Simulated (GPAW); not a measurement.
# ZnS (Wurtzite-4H) (P6_3mc) in GPAW: settings compared

One crystal, ZnS (Wurtzite-4H), is run at these levels: TB-mBJ, LDA, r2SCAN; tasks: single point, band structure, equation of state.

Program: GPAW 26.7.0. These are calculated values, not measurements. Logs are shortened: lines on timing, memory, paths and dates and some standing lists are left out, and cuts for length are marked. The log counts tension as positive stress, the text compression.

**Experimental background.**

From a printed reference work, monograph, for a bulk crystal of ZnS at 4 K: band gap 3.911 eV (direct).

The results are compared with them further down.

## (1) The crystal as given

Symmetry: P6_3mc, No. 186, hexagonal system. The conventional cell has a = 3.823 Å, b = 3.823 Å, c = 12.520 Å, α = 90.00°, β = 90.00°, γ = 120.00°. Zn (site symmetry 3m) has 4 S at 2.34 to 2.35 Å as nearest neighbours. Around Zn (site symmetry 3m) lie 4 S at 2.34 to 2.35 Å. S (site symmetry 3m) has 4 Zn at 2.34 to 2.35 Å as nearest neighbours. S (site symmetry 3m) is surrounded by 4 Zn at 2.34 to 2.35 Å.

## (2) Single point, TB-mBJ

run.py

```python
from ase import Atoms
from ase.dft.bandgap import bandgap
from ase.io import write
from gpaw import GPAW, PW

atoms = Atoms(['Zn', 'Zn', 'Zn', 'Zn', 'S', 'S', 'S', 'S'],
              cell=[[3.8227, 0.0, 0.0],
                    [-1.91135, 3.310555311, 0.0],
                    [0.0, 0.0, 12.52]],
              scaled_positions=[[0.6666666667, 0.3333333333, 0.75],
                                [0.3333333333, 0.6666666667, 0.25],
                                [0.0, 0.0, 0.5],
                                [0.0, 0.0, 0.0],
                                [0.6666666667, 0.3333333333, 0.9375],
                                [0.3333333333, 0.6666666667, 0.4375],
                                [0.0, 0.0, 0.6875],
                                [0.0, 0.0, 0.1875]],
              pbc=True)

calc = GPAW(mode=PW(600),
            xc='TB09',
            kpts={'size': (6, 6, 2), 'gamma': True},
            occupations={'name': 'fermi-dirac', 'width': 0.05},
            nbands=57,
            convergence={'density': 1e-05, 'energy': 1e-05},
            eigensolver='cg',
            maxiter=150,
            txt='gpaw.txt')
atoms.calc = calc
energy = atoms.get_potential_energy()
calc.write('gs.gpw')
write('result.traj', atoms)
print('Fermi level:', round(calc.get_fermi_level(), 4), 'eV')
print(f'Gap: {bandgap(calc)[0]:.4f} eV, direct: {bandgap(calc, direct=True)[0]:.4f} eV')
```

Potentials or basis: GPAW PAW data sets for LDA (gpaw-data 1.2.1), pw.

Command:

```bash
> OMP_NUM_THREADS=1 python run.py
```

gpaw.txt:

```text
___ ___ ___ _ _ _
 |   |   |_  | | | |
 | | | | | . | | | |
 |__ |  _|___|_____|  26.7.0
 |___|_|

Input parameters:
  convergence: {density: 1e-05,
                energy: 1e-05}
  eigensolver: cg
  kpts: {gamma: True,
         size: (6, 6, 2)}
  maxiter: 150
  mode: {ecut: 600.0,
         name: pw}
  nbands: 57
  occupations: {name: fermi-dirac,
                width: 0.05}
  xc: TB09

System changes: positions, numbers, cell, pbc, initial_charges, initial_magmoms

Initialize ...

species:
  Zn:
    name:    Zinc
    Z:       30.0
    valence: 12
    core:    18
    charge:  0.0  # [|e|]
    compensation charges:
      type: gauss
      rc: 0.37  # [Å]
      lmax: 2
    cutoffs:
      filter: 2.14  # [Å]
      core: 2.28  # [Å]
    projectors
    | kind |    occ | energy [eV] | rcut [Å] |
    |------|--------|-------------|----------|
    |   4s |  2.000 |      -6.218 |    1.286 |
    |   4p |  0.000 |      -1.230 |    1.270 |
    |   3d | 10.000 |     -10.426 |    1.180 |
    |    s |        |      20.994 |    1.286 |
    |    p |        |      25.981 |    1.270 |
    |    d |        |      16.786 |    1.180 |

    Using partial waves for Zn as LCAO basis

  S:
    name:    Sulfur
    Z:       16.0
    valence: 6
    core:    10
    charge:  0.0  # [|e|]
    compensation charges:
      type: gauss
      rc: 0.24  # [Å]
      lmax: 2
    cutoffs:
      filter: 1.77  # [Å]
      core: 1.66  # [Å]
    projectors
    | kind |    occ | energy [eV] | rcut [Å] |
    |------|--------|-------------|----------|
    |   3s |  2.000 |     -17.278 |    0.974 |
    |   3p |  4.000 |      -7.106 |    0.979 |
    |    s |        |       9.933 |    0.974 |
    |    p |        |      20.105 |    0.979 |
    |    d |        |       0.000 |    0.900 |

    Using partial waves for S as LCAO basis

Reference energy: -238449.942589  # eV

Spin-paired calculation

Convergence criteria:
 Maximum [total energy] change in last 3 cyles: 1e-05 eV / valence electron
 Maximum integral of absolute [dens]ity change: 1e-05 electrons / valence electron
 Maximum integral of absolute [eigenst]ate change: 4e-08 eV^2 / valence electron
 Maximum number of scf [iter]ations: 150
 (Square brackets indicate name in SCF output, whereas a 'c' in
 the SCF output indicates the quantity has converged.)

Symmetries present (total): 6

  ( 1  1  0)  ( 1  0  0)  ( 0  1  0)  ( 0 -1  0)  (-1  0  0)  (-1 -1  0)
  ( 0 -1  0)  ( 0  1  0)  (-1 -1  0)  (-1  0  0)  ( 1  1  0)  ( 1  0  0)
  ( 0  0  1)  ( 0  0  1)  ( 0  0  1)  ( 0  0  1)  ( 0  0  1)  ( 0  0  1)

72 k-points: 6 x 6 x 2 Monkhorst-Pack grid + [1/12,1/12,1/4]
14 k-points in the irreducible part of the Brillouin zone
       k-points in crystal coordinates                weights
   0:     0.00000000    0.00000000    0.00000000          1/72
   1:     0.00000000    0.00000000    0.50000000          1/72
   2:     0.16666667    0.00000000    0.00000000          6/72
   3:     0.16666667    0.00000000    0.50000000          6/72
   4:     0.33333333   -0.16666667    0.00000000          6/72
   5:     0.33333333   -0.16666667    0.50000000          6/72
   6:     0.33333333    0.00000000    0.00000000          6/72
   7:     0.33333333    0.00000000    0.50000000          6/72
   8:     0.33333333    0.33333333    0.00000000          2/72
   9:     0.33333333    0.33333333    0.50000000          2/72
          ...
  13:     0.50000000    0.50000000    0.50000000          3/72

Wave functions: Plane wave expansion
  Cutoff energy: 600.000 eV
  Number of coefficients (min, max): 5250, 5306
  Pulay-stress correction: 0.000000 eV/Ang^3 (de/decut=0.000000)
  Using FFTW library
  ScaLapack parameters: grid=1x1, blocksize=None
  Wavefunction extrapolation:
    Improved wavefunction reuse through dual PAW basis

Occupation numbers: Fermi-Dirac:
  width: 0.0500  # eV

Eigensolver
   CG(niter=4, rtol=3.0e-01)

Densities:
  Coarse grid: 24*24*72 grid
  Fine grid: 48*48*144 grid
  Total Charge: 0.000000

Density mixing:
  Method: separate
  Backend: msr1
  Linear mixing parameter: 0.05
  old densities: 10
  Width of damping distribution: 1.1
  Damping of long wavelength oscillations: 20

Hamiltonian:
  XC and Coulomb potentials evaluated on a 48*48*144 grid
  Using the TB09 Exchange-Correlation functional
  External potential:
    NoExternalPotential

XC parameters: TB09 with 2 nearest neighbor stencil

Number of atoms: 8
Number of atomic orbitals: 52
Number of bands in calculation: 57
Number of valence electrons: 72
Bands to converge: occupied

... initialized

Initializing position-dependent things.

Density initialized from atomic densities
Creating initial wave functions:
  52 bands from LCAO basis set
  5 bands from random numbers

             S

             Zn

       S

         S
       Zn

         Zn

       S

       Zn

Atomic positions and initial magnetic moments

Positions:
   0 Zn     1.911350    1.103518    9.390000    ( 0.0000,  0.0000,  0.0000)
   1 Zn    -0.000000    2.207037    3.130000    ( 0.0000,  0.0000,  0.0000)
   2 Zn     0.000000    0.000000    6.260000    ( 0.0000,  0.0000,  0.0000)
   3 Zn     0.000000    0.000000    0.000000    ( 0.0000,  0.0000,  0.0000)
   4 S      1.911350    1.103518   11.737500    ( 0.0000,  0.0000,  0.0000)
   5 S     -0.000000    2.207037    5.477500    ( 0.0000,  0.0000,  0.0000)
   6 S      0.000000    0.000000    8.607500    ( 0.0000,  0.0000,  0.0000)
   7 S      0.000000    0.000000    2.347500    ( 0.0000,  0.0000,  0.0000)

Unit cell:
           periodic     x           y           z      points  spacing
  1. axis:    yes    3.822700    0.000000    0.000000    24     0.1379
  2. axis:    yes   -1.911350    3.310555    0.000000    24     0.1379
  3. axis:    yes    0.000000    0.000000   12.520000    72     0.1739

  Lengths:   3.822700   3.822700  12.520000
  Angles:   90.000000  90.000000 120.000000

Effective grid spacing dv^(1/3) = 0.1563

iter:   1 10112.543814
iter:   2 10103.569916   +2.81  -1.32
iter:   3 10113.171739   +1.59  -1.24
iter:   4 10109.496507   +0.74  -1.18
iter:   5 10111.890254   +0.14  -1.08
iter:   6 10112.914147   -0.45  -1.15
iter:   7 10115.611623   -0.94  -1.15
iter:   8 10118.542137   -1.13  -1.20
iter:   9 10122.570080   -1.10  -1.25
iter:  10 10127.860069   -0.91  -1.32
iter:  11 10135.411593   -0.68  -1.43
[... 12 lines left out ...]
iter:  24 10147.967711   -4.63  -3.92
iter:  25 10147.970952   -4.69  -3.84
iter:  26 10147.948066   -5.02  -3.93
iter:  27 10147.906325   -5.02  -4.03
iter:  28 10147.903976   -4.93  -4.58
iter:  29 10147.883622   -5.25  -4.50
iter:  30 10147.900004   -5.12  -4.68
iter:  31 10147.883163   -5.07  -4.60
iter:  32 10147.893893   -5.28  -4.81
iter:  33 10147.888839   -5.47  -4.73
iter:  34 10147.890123   -5.98  -5.26c
iter:  35 10147.891360   -6.35  -5.18c
iter:  36 10147.889831   -6.75  -5.10c
iter:  37 10147.889679   -7.68c -5.02c
iter:  38 10147.889674c  -8.03c -4.90
iter:  39 10147.889585c  -8.74c -4.88
iter:  40 10147.887436   -7.92c -4.90
iter:  41 10147.889377   -7.32  -5.04c
iter:  42 10147.883897   -6.73  -4.96
iter:  43 10147.885026   -6.80  -5.54c
iter:  44 10147.882587   -7.23  -5.46c
iter:  45 10147.882587   -7.53c -5.73c
iter:  46 10147.880275   -7.48c -5.65c
iter:  47 10147.880706   -7.49c -5.94c
iter:  48 10147.879592   -7.61c -5.99c
iter:  49 10147.880603   -7.55c -5.92c
iter:  50 10147.880152   -7.73c -5.98c
iter:  51 10147.880607c  -8.04c -6.07c

Converged after 51 iterations.

Dipole moment: (0.000000, -0.000000, 6.251963) |e|*Ang

Energy contributions relative to reference atoms: (reference = -238449.942589)

Kinetic:       +182.154892
Potential:     -150.929675
External:        +0.000000
XC:            +10119.341563
Entropy (-ST):   -0.000000
Local:           -2.686172
SIC:             +0.000000
--------------------------
Free energy:   +10147.880607
Extrapolated:  +10147.880607

Showing only first 2 kpts
 Kpt  Band  Eigenvalues  Occupancy
  0    34      3.99430    2.00000
  0    35      3.99431    2.00000
  0    36      7.68430    0.00000
  0    37      8.46250    0.00000

  1    34      3.86724    2.00000
  1    35      3.86724    2.00000
  1    36      8.36171    0.00000
  1    37      8.36171    0.00000

Fermi level: 5.04881

Gap: 3.690 eV
Transition (v -> c):
  (s=0, k=0, n=35, [0.00, 0.00, 0.00]) -> (s=0, k=0, n=36, [0.00, 0.00, 0.00])
No difference between direct/indirect transitions
Writing to gs.gpw (mode='')
```

Run time: 11 min. Hardware: 1 thread of Arm Neoverse V2, shared host; peak memory 0.42 GiB.

Results:

```yaml
Band_gap_on_the_k_mesh: 3.69 eV, direct
```

Caveat: a model potential gives levels but no total energy.

[end of part 1 of 2]
